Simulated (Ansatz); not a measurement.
BN (R3m), a vibration from a frozen displacement

All numbers below come from DFT PBE+D3(BJ), scalar-relativistic, plane waves, PAW (Ansatz 0.2.0). The runs took a 420 eV cutoff, a Γ-centred 12×12×12 mesh and Gaussian smearing (0.05 eV). No spin polarisation. Energies are free energies at this smearing, counted from the undisturbed cell; pressure is positive in compression.

Reference structure (as given, not relaxed at this level; it stands at 0.9 GPa; this form isn't the usual structure):

```xyz
2
Lattice="1.2511 0.7223 3.3729 -1.2511 0.7223 3.3729 0.0000 -1.4447 3.3729" Properties=species:S:1:pos:R:3 pbc="T T T"
B     0.0000    0.0000   10.1155
N     0.0000    0.0000    3.3672
```

Every B atom is moved by x along the Cartesian unit vector (-0.866, -0.500, -0.002); the cell and all other atoms stay fixed. The cell's volume is 18.29 Å³; the moved atoms weigh 10.810 u together and the others 14.007 u.

```
  x (Å)  ΔE (meV/cell) total force on the moved atoms along the move (eV/Å) pressure (GPa)
-0.5000        2431.11                                                4.4173         47.9607
-0.3750        1763.75                                                6.1020         33.5879
-0.2500         967.11                                                6.3027         18.4090
-0.1250         284.89                                                4.2253          6.0770
 0.0000           0.00                                                0.0000          0.9455
 0.1250         371.83                                               -6.3566          7.7525
 0.2500        1731.55                                              -16.2266         32.1364
 0.3750        4746.96                                              -33.8998         81.9347
 0.5000       10901.47                                              -68.4635        169.2633
```

What frequency belongs to this motion?

The force constant is k = −dF/dx = 42.328 eV/Å², from the parabola through x = -0.1250, 0 and 0.1250. In every cell the moved atoms swing against the rest, so the mass is μ = m₁m₂/(m₁ + m₂) = 6.101 u, and ν̃ = 521.5 cm⁻¹ × √(|k|/μ) = 1374 cm⁻¹. To first order in x, and within 1 %, the force on every atom lies along the move and, within each of the two groups, in proportion to the atom's mass, so this is itself a mode at the zone centre of this cell, taken without macroscopic field (the transverse frequency in a polar insulator).

How far does the harmonic law reach?

At x = -0.500 Å, kx²/2 = 5290.96 meV against the computed 2431.11 meV (-54.1 %): the well softens in this direction at large amplitude.